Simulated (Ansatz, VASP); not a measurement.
MoS2 in VASP and in Ansatz

```xyz
6
Lattice="3.1414 0.0000 0.0000 -1.5707 2.7206 0.0000 0.0000 0.0000 12.5807" Properties=species:S:1:pos:R:3 pbc="T T T"
Mo    0.0000    1.8137    3.1452
Mo    1.5707    0.9069    9.4355
S     0.0000    1.8137    7.8765
S     1.5707    0.9069    1.5861
S     0.0000    1.8137   10.9946
S     1.5707    0.9069    4.7042
```

Alike in both runs: functional PBEsol; k mesh 10 × 10 × 2; occupations fermi-dirac, width 0.1 eV; no spin polarisation.

Ansatz relaxed the structure, and its values are those at the end. VASP's run is a single point on that final structure, the one shown.

```csv
,VASP,Ansatz
version,VASP 6.6.1,Ansatz 0.2.0
potentials or method,"VASP PAW PBE potentials, release 64 (Mo_sv, S)","PAW with Ansatz's default frozen-core files, scalar-relativistic"
plane-wave cutoff (eV),520,420
valence electrons in the cell,52,52
```

|  | VASP | Ansatz | Ansatz less VASP |
| --- | --- | --- | --- |
| pressure (GPa) | 0.0 | 0.0 | +0.01 |

Caveats: the PAW data sets were made with another functional, which shifts forces and pressure a little (VASP); this functional lacks dispersion, which binds the layers, so the pressure and a relaxed spacing across them are unreliable. A k mesh can miss the band edges.
